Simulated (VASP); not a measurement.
# Ca (Im-3m) in VASP: settings compared, part 2 of 2

VASP 6.6.1. Earlier steps stand in the parts before.

## (4) Relaxation of cell and atoms, r2SCAN

This run uses another cell than the first one: it holds 2 atoms, not 1.

The input, INCAR:

```
PREC = Accurate
ENCUT = 600
EDIFF = 1E-6
ISMEAR = -1
SIGMA = 0.02
LREAL = F
LASPH = T
NELM = 80
ALGO = Normal
ISIF = 3
LWAVE = F
LCHARG = F
METAGGA = R2SCAN
LMIXTAU = T
IBRION = 2
NSW = 60
EDIFFG = -0.02
```

The input, Ca.cif:

```cif
data_Ca
_cell_length_a 4.48000000
_cell_length_b 4.48000000
_cell_length_c 4.48000000
_cell_angle_alpha 90.00000000
_cell_angle_beta 90.00000000
_cell_angle_gamma 90.00000000
_space_group_name_H-M_alt 'Im-3m'
_space_group_name_Hall '-I 4 2 3'
_space_group_IT_number 229
loop_
_space_group_symop_operation_xyz
'x,y,z'
'-x,-y,-z'
'-y,x,z'
'y,-x,-z'
'-x,-y,z'
'x,y,-z'
'y,-x,z'
'-y,x,-z'
'x,-y,-z'
'-x,y,z'
'-y,-x,-z'
'y,x,z'
'-x,y,-z'
'x,-y,z'
'y,x,-z'
'-y,-x,z'
'z,x,y'
'-z,-x,-y'
'z,-y,x'
'-z,y,-x'
'z,-x,-y'
'-z,x,y'
'z,y,-x'
'-z,-y,x'
'-z,x,-y'
'z,-x,y'
'-z,-y,-x'
'z,y,x'
'-z,-x,y'
'z,x,-y'
'-z,y,x'
'z,-y,-x'
'y,z,x'
'-y,-z,-x'
'x,z,-y'
'-x,-z,y'
'-y,z,-x'
'y,-z,x'
'-x,z,y'
'x,-z,-y'
'-y,-z,x'
'y,z,-x'
'-x,-z,-y'
'x,z,y'
'y,-z,-x'
'-y,z,x'
'x,-z,y'
'-x,z,-y'
'x+1/2,y+1/2,z+1/2'
'-x+1/2,-y+1/2,-z+1/2'
'-y+1/2,x+1/2,z+1/2'
'y+1/2,-x+1/2,-z+1/2'
'-x+1/2,-y+1/2,z+1/2'
'x+1/2,y+1/2,-z+1/2'
'y+1/2,-x+1/2,z+1/2'
'-y+1/2,x+1/2,-z+1/2'
'x+1/2,-y+1/2,-z+1/2'
'-x+1/2,y+1/2,z+1/2'
'-y+1/2,-x+1/2,-z+1/2'
'y+1/2,x+1/2,z+1/2'
'-x+1/2,y+1/2,-z+1/2'
'x+1/2,-y+1/2,z+1/2'
'y+1/2,x+1/2,-z+1/2'
'-y+1/2,-x+1/2,z+1/2'
'z+1/2,x+1/2,y+1/2'
'-z+1/2,-x+1/2,-y+1/2'
'z+1/2,-y+1/2,x+1/2'
'-z+1/2,y+1/2,-x+1/2'
'z+1/2,-x+1/2,-y+1/2'
'-z+1/2,x+1/2,y+1/2'
'z+1/2,y+1/2,-x+1/2'
'-z+1/2,-y+1/2,x+1/2'
'-z+1/2,x+1/2,-y+1/2'
'z+1/2,-x+1/2,y+1/2'
'-z+1/2,-y+1/2,-x+1/2'
'z+1/2,y+1/2,x+1/2'
'-z+1/2,-x+1/2,y+1/2'
'z+1/2,x+1/2,-y+1/2'
'-z+1/2,y+1/2,x+1/2'
'z+1/2,-y+1/2,-x+1/2'
'y+1/2,z+1/2,x+1/2'
'-y+1/2,-z+1/2,-x+1/2'
'x+1/2,z+1/2,-y+1/2'
'-x+1/2,-z+1/2,y+1/2'
'-y+1/2,z+1/2,-x+1/2'
'y+1/2,-z+1/2,x+1/2'
'-x+1/2,z+1/2,y+1/2'
'x+1/2,-z+1/2,-y+1/2'
'-y+1/2,-z+1/2,x+1/2'
'y+1/2,z+1/2,-x+1/2'
'-x+1/2,-z+1/2,-y+1/2'
'x+1/2,z+1/2,y+1/2'
'y+1/2,-z+1/2,-x+1/2'
'-y+1/2,z+1/2,x+1/2'
'x+1/2,-z+1/2,y+1/2'
'-x+1/2,z+1/2,-y+1/2'
loop_
_atom_site_label
_atom_site_type_symbol
_atom_site_symmetry_multiplicity
_atom_site_Wyckoff_symbol
_atom_site_fract_x
_atom_site_fract_y
_atom_site_fract_z
_atom_site_occupancy
Ca1 Ca 2 a 0.0000000000 0.0000000000 0.0000000000 1
```

The input, KPOINTS:

```
regular mesh
0
Gamma
  6 6 6
```

The input, POSCAR:

```
Ca
 1.0000000000000000
     4.4800000000000004    0.0000000000000000    0.0000000000000000
     0.0000000000000000    4.4800000000000004    0.0000000000000000
     0.0000000000000000    0.0000000000000000    4.4800000000000004
 Ca 
   2
Cartesian
  0.0000000000000000  0.0000000000000000  0.0000000000000000
  2.2400000000000002  2.2400000000000002  2.2400000000000002
```

Potentials or basis: VASP PAW PBE potentials, release 64 (Ca_sv).

Started as:

```console
> ase convert -i cif -o vasp Ca.cif POSCAR
> cat potpaw_PBE.64/Ca_sv/POTCAR > POTCAR
> mpirun -np 1 vasp_std > vasp.out
```

OUTCAR:

```text
PREC = Accurate
   ENCUT = 600
   EDIFF = 1E-6
   ISMEAR = -1
   LREAL = F
   LASPH = T
   NELM = 80
   ISIF = 3
   METAGGA = R2SCAN
   IBRION = 2
   NSW = 60
   EDIFFG = -0.02

 ion  position               nearest neighbor table
   1  0.000  0.000  0.000-
   2  0.500  0.500  0.500-

  LATTYP: Found a simple cubic cell.
 ALAT       =     4.4800000000

  Lattice vectors:

 A1 = (   4.4800000000,   0.0000000000,   0.0000000000)
 A2 = (   0.0000000000,   4.4800000000,   0.0000000000)
 A3 = (   0.0000000000,   0.0000000000,   4.4800000000)

Analysis of symmetry for initial positions (statically):
=====================================================================
 Subroutine PRICEL returns following result:

  LATTYP: Found a body centered cubic cell.
[... 193 lines left out ...]
  in kB       -4.3159582     -4.3159582     -4.3159582      0.0000000      0.0000000     -0.0000000
  external PRESSURE =      -4.3159582 kB  Pullay stress =       0.0000000 kB
[... 59 lines left out ...]
--------------------------------------- Ionic step        3  -------------------------------------------

 number of electron      20.0000003 magnetization

 Free energy of the ion-electron system (eV)
  ---------------------------------------------------
  ext. energy  EPLUGINS =         0.00000000
  ---------------------------------------------------
  free energy    TOTEN  =       -14.03290117 eV

  energy without entropy =      -14.02707522  energy(sigma->0) =      -14.02998819

 E-fermi :   1.8549     XC(G=0):  -8.0968

 val. band max:        1.8497385491   @ k =   0.3333   0.3333   0.1667
 cond. band min:       1.8624177196   @ k =   0.1667   0.0000   0.0000
 fundamental gap:      0.0126791705
 Fermi energy:         1.8548791166

 k-point     1 :       0.0000    0.0000    0.0000
  band No.  band energies     occupation
      1     -42.0492      2.00000
      2     -42.0261      2.00000
      3     -22.1705      2.00000
      4     -22.1705      2.00000
      5     -22.1705      2.00000
      6     -22.0782      2.00000
      7     -22.0782      2.00000
      8     -22.0782      2.00000
      9      -2.3718      2.00000
     10       2.0667      0.00005
     11       2.0667      0.00005
     12       4.4902      0.00000
     13       4.4902      0.00000
     14       4.4902      0.00000
[... 350 lines left out ...]
  FREE ENERGIE OF THE ION-ELECTRON SYSTEM (eV)
  ---------------------------------------------------
  free  energy   TOTEN  =       -14.0329011692 eV

  energy  without entropy=      -14.0270752187  energy(sigma->0) =      -14.02998819

 reached required accuracy - stopping structural energy minimisation
```

It took 5 min on 1 thread of Intel Xeon Platinum 8488C (Sapphire Rapids), shared host; peak memory 0.23 GiB.

What came out:

```yaml
Free_energy: -14.0329 eV
Relaxed_volume: 43.87 Å³/atom
Relaxed_cell: a = 4.444 Å, b = 4.444 Å, c = 4.444 Å, α = 90.00°, β = 90.00°, γ = 90.00°
Space_group_after_relaxing_to_0.05_Å: Im-3m (No. 229)
Energy_gained_by_relaxing: 1.6 meV/atom
Ionic_steps: 3
Pressure_after_relaxing: 0.0 GPa
Band_gap_on_the_k_mesh: none (metal or under the smearing width)
```

Step by step:
```tsv
step	energy change (eV)	largest force (eV/Å)	pressure (GPa)	volume (Å³)
1	0.0000	0.0000	-0.43	89.92
2	-0.0029	0.0000	-0.14	88.35
3	-0.0032	0.0000	-0.02	87.74
```

Final structure:
```yaml
crystal:
  lattice:
    - [4.44354, 0.00000, 0.00000]
    - [0.00000, 4.44354, 0.00000]
    - [0.00000, 0.00000, 4.44354]
  atoms:
    - { symbol: Ca, position: [0.00000, 0.00000, 0.00000] }
    - { symbol: Ca, position: [0.50000, 0.50000, 0.50000] }
```

Levels at points of the mesh, in eV from the Fermi level:
```tsv
k point	band 7	band 8	band 9	band 10	band 11	band 12	band 13	band 14
(0.00, 0.00, 0.00)	-23.93	-23.93	-4.23	0.21	0.21	2.64	2.64	2.64
(0.50, 0.00, 0.00)	-23.98	-23.98	-2.12	-2.12	1.67	1.67	2.43	2.43
(0.50, 0.50, 0.00)	-23.93	-23.93	-0.81	-0.81	-0.13	-0.13	1.62	1.62
(0.50, 0.50, 0.50)	-24.00	-24.00	0.42	0.42	0.42	0.42	0.42	0.42
```

Caveat: the PAW data sets were made with another functional, which shifts forces and pressure a little.

## (5) Single point, RPBE+D3

The input, run.py:

```python
from ase.calculators.vasp import Vasp
from ase.dft.bandgap import bandgap
from ase.io import read

atoms = read('POSCAR')
calc = Vasp(
    directory='calc',
    xc='rpbe',
    pp='PBE',
    setups='recommended',
    prec='Accurate',
    encut=520,
    ediff=1e-06,
    ismear=1,
    sigma=0.1,
    lreal=False,
    lasph=True,
    nelm=80,
    algo='Normal',
    isif=2,
    lwave=False,
    lcharg=False,
    ivdw=11,
    kpts=[8, 8, 8],
    gamma=True,
    nbands=11,
)
atoms.calc = calc

print('energy (eV):', atoms.get_potential_energy())
print('free energy (eV):', atoms.get_potential_energy(force_consistent=True))
print('forces (eV/A):')
print(atoms.get_forces())
print('stress (eV/A^3, Voigt):', atoms.get_stress())
print('Fermi level (eV):', calc.get_fermi_level())
gap, top, bottom = bandgap(calc)
print('band gap (eV):', gap, 'from (spin, k, band)', top, 'to', bottom)
```

The input, POSCAR:

```
Ca
1.0
   -2.2400000000      2.2400000000      2.2400000000
    2.2400000000     -2.2400000000      2.2400000000
    2.2400000000      2.2400000000     -2.2400000000
Ca
1
Direct
    0.0000000000      0.0000000000      0.0000000000
```

Started as:

```console
> python run.py
```

Wall time 19 s (1 thread of Intel Xeon Platinum 8488C (Sapphire Rapids), shared host); peak memory 0.17 GiB.

It converged, with:

| Item | Value |
| --- | --- |
| Free energy | -1.9952 eV |
| Pressure | -0.3 GPa |
| Band gap on the k mesh | none (metal or under the smearing width) |
| Dispersion energy per atom | -0.269 eV |

Levels at points of the mesh, in eV from the Fermi level:
```csv
k point,band 1,band 2,band 3,band 4,band 5,band 6,band 7,band 8,band 9,band 10
"(0.00, 0.00, 0.00)",-42.31,-23.17,-23.17,-23.17,-3.92,2.28,2.28,2.28,3.26,3.26
"(0.50, 0.00, 0.00)",-42.30,-23.28,-23.21,-23.17,-0.82,-0.07,1.38,3.17,3.52,4.21
"(0.50, 0.50, 0.50)",-42.29,-23.25,-23.25,-23.25,0.16,0.16,3.72,3.72,3.72,4.00
```

Caveat: the PAW data sets were made with another functional, which shifts forces and pressure a little; pairwise dispersion overbinds metals, which lowers pressure and volume.

## (6) Relaxation of cell and atoms, HSEsol (volume scaled by 1.15)

The input, POSCAR:

```
Ca
4.0648
   -0.577353030678      0.577353030678      0.577353030678
    0.577353030678     -0.577353030678      0.577353030678
    0.577353030678      0.577353030678     -0.577353030678
Ca
1
Direct
    0.0000000000      0.0000000000      0.0000000000
```

The input, INCAR.step1:

```
SYSTEM = Ca
PREC = Accurate
ENCUT = 600
EDIFF = 1E-5
ISMEAR = -1
SIGMA = 0.02
LREAL = .False.
LASPH = .True.
NELM = 60
ALGO = Normal
LWAVE = .True.
LCHARG = .False.
NELMIN = 4
GGA = PE
```

The input, INCAR.step2:

```
SYSTEM = Ca
PREC = Accurate
ENCUT = 600
EDIFF = 1E-7
ISMEAR = -1
SIGMA = 0.02
LREAL = .False.
LASPH = .True.
NELM = 60
ALGO = Normal
ISIF = 3
LWAVE = .False.
LCHARG = .False.
GGA = PS
LHFCALC = .True.
HFSCREEN = 0.2
PRECFOCK = Fast
IBRION = 2
NSW = 40
EDIFFG = -0.01
NELMIN = 4
ISTART = 1
```

The input, KPOINTS:

```
regular mesh
0
Monkhorst
  4 4 4
  0 0 0
```

Potentials or basis: VASP PAW PBE potentials, release 64 (Ca_sv).

Started as:

```console
> cat potpaw_PBE.64/Ca_sv/POTCAR > POTCAR
> cp INCAR.step1 INCAR
> mpirun -np 1 vasp_std > vasp.out
> cp INCAR.step2 INCAR
> mpirun -np 1 vasp_std > vasp.out
```

It took 4.2 min on 1 thread of Intel Xeon Platinum 8488C (Sapphire Rapids), shared host; peak memory 0.28 GiB.

Results (log left out):

| Item | Value |
| --- | --- |
| Free energy | -1.8830 eV |
| Relaxed volume | 42.80 Å³/atom |
| Relaxed cell | a = 3.817 Å, b = 3.817 Å, c = 3.817 Å, α = 109.47°, β = 109.47°, γ = 109.47° |
| Space group after relaxing (to 0.05 Å) | Im-3m (No. 229) |
| Energy gained by relaxing | 78.2 meV/atom |
| Ionic steps | 4 |
| Pressure after relaxing | 0.0 GPa |

The path:
```csv
step,energy change (eV),largest force (eV/Å),pressure (GPa),volume (Å³)
1,0.0000,0.0000,-2.44,51.70
2,-0.0658,0.0000,-1.16,46.04
3,-0.0780,0.0000,-0.15,43.18
4,-0.0782,0.0000,0.01,42.80
```

Final structure:
```yaml
crystal:
  lattice:
    - [-2.20361, 2.20361, 2.20361]
    - [2.20361, -2.20361, 2.20361]
    - [2.20361, 2.20361, -2.20361]
  atoms:
    - { symbol: Ca, position: [0.00000, 0.00000, 0.00000] }
```

Levels at points of the mesh, in eV from the Fermi level:
```
           k point  band 2  band 3  band 4  band 5  band 6  band 7  band 8  band 9
(0.12, 0.12, 0.12)  -25.17  -25.10  -25.10   -3.01    1.97    1.97    4.42    4.42
```

Caveat: the k mesh is coarse (spacing up to 0.47 Å⁻¹), so the values aren't converged, least of all with exact exchange; the PAW data sets were made with another functional, which shifts forces and pressure a little.

## (7) The runs side by side

```tsv
task	level	potentials or basis	cell	k mesh	cutoff (eV)	smearing	grid for exact exchange (PRECFOCK)	monkhorst-Pack mesh	other keys	mesh quality	gap on the mesh (eV)	pressure (GPa)	relaxed volume (Å³/atom)
single point	PBE	VASP PAW PBE potentials, release 64 (Ca_pv)	as given	8 × 8 × 8	500	gaussian 0.05 eV	-	-	-	not flagged	none	-1.0	-
relaxation of cell and atoms	r2SCAN	VASP PAW PBE potentials, release 64 (Ca_sv)	relaxed	6 × 6 × 6	600	fermi-dirac 0.02 eV	-	-	-	not flagged	none	0.0	43.87
single point	RPBE+D3	VASP PAW PBE potentials, release 64 (Ca_sv)	as given	8 × 8 × 8	520	methfessel-paxton 0.1 eV	-	-	-	not flagged	none	-0.3	-
relaxation of cell and atoms	HSEsol	VASP PAW PBE potentials, release 64 (Ca_sv)	relaxed from: volume scaled by 1.15	4 × 4 × 4	600	fermi-dirac 0.02 eV	Fast	yes	shifted = yes; NELMIN = 4	coarse	-	0.0	42.80
```

Alike in all rows: no spin polarisation.

Caveats: some runs use coarse meshes; the PAW data sets were made with another functional, which shifts forces and pressure a little (some runs); pairwise dispersion overbinds metals, which lowers pressure and volume (some runs).

Total energies depend on the potentials used, so only differences within one code and one set of settings carry meaning.
